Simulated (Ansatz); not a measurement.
**ZnSe: deformation potentials from a series**

```xyz
2
Lattice="0.0000 2.8338 2.8338 2.8338 0.0000 2.8338 2.8338 2.8338 0.0000" Properties=species:S:1:pos:R:3 pbc="T T T"
Zn    0.0000    0.0000    0.0000
Se    4.2507    4.2507    4.2507
```

Atoms are numbered in the order listed.

The cell is COD entry 9008857, as deposited and not checked against the literature; nothing was relaxed.

The calculation used Ansatz 0.2.0, DFT, PBE, all-electron LAPW, scalar-relativistic.

Numerical set-up: a Γ-centred 8×8×8 k mesh, Fermi–Dirac smearing of 0.03 eV, basis error target 1 meV/atom, no spin polarisation.

The cell is scaled evenly. Fractional coordinates are held (clamped ions).

Only quantities that a quadratic follows smoothly over the whole series are listed; rougher ones are left out.

| ln(V/Vcell) | direct gap at Γ (eV) | smallest gap on mesh and path (eV) |
| --- | --- | --- |
| -0.0619 | 1.544 | 1.544 |
| -0.0408 | 1.457 | 1.457 |
| -0.0202 | 1.372 | 1.372 |
| 0.0000 | 1.290 | 1.290 |
| 0.0100 | 1.251 | 1.251 |
| 0.0198 | 1.212 | 1.212 |
| 0.0392 | 1.136 | 1.136 |

Q: Fit the series and give the slopes at zero strain.

A: Least-squares fits y = p0 + p1 x + p2 x² to the rows give direct gap at Γ (eV): p1 = -4, p2 = 1.5; smallest gap on mesh and path (eV): p1 = -4, p2 = 1.5. So dEg/dln V = -4.0 eV for the direct gap at Γ, the fundamental gap of this crystal. Semilocal gaps are too small, but their slopes carry over better.

Q: One run, at ln(V/Vcell) = -0.0101, is withheld. Predict its row.

A: The fits give 1.331, 1.331; the run gave 1.331, 1.331.
